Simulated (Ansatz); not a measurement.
Relaxing tungsten (dhcp)

The calculation used Ansatz 0.2.0, DFT, revPBE, plane waves (420 eV) with PAW, scalar-relativistic. (PAW data from PBE, frozen cores regenerated.)

k-point mesh 13×13×4, Fermi-Dirac smearing 0.1 eV, no spin polarisation. Cell and atoms relax.

Starting structure:

```cif
data_structure
_symmetry_space_group_name_H-M 'P 1'
_symmetry_Int_Tables_number 1
_cell_length_a 2.8194
_cell_length_b 2.8194
_cell_length_c 9.2082
_cell_angle_alpha 90.000
_cell_angle_beta 90.000
_cell_angle_gamma 120.000
_cell_volume 63.39
loop_
_atom_site_label
_atom_site_type_symbol
_atom_site_fract_x
_atom_site_fract_y
_atom_site_fract_z
_atom_site_occupancy
W1 W 0.00000 0.00000 0.00000 1
W2 W 0.00000 0.00000 0.50000 1
W3 W 0.33333 0.66667 0.25000 1
W4 W 0.66667 0.33333 0.75000 1
```

Q: What cell does the relaxation end in?

A: P6_3/mmc with a = 2.794 Å, c = 9.854 Å (c/a = 3.527); 16.65 Å³ per atom against 15.85 at the start (5.1 %).

Q: How much energy does the relaxation gain?

A: 71.2 meV per atom.
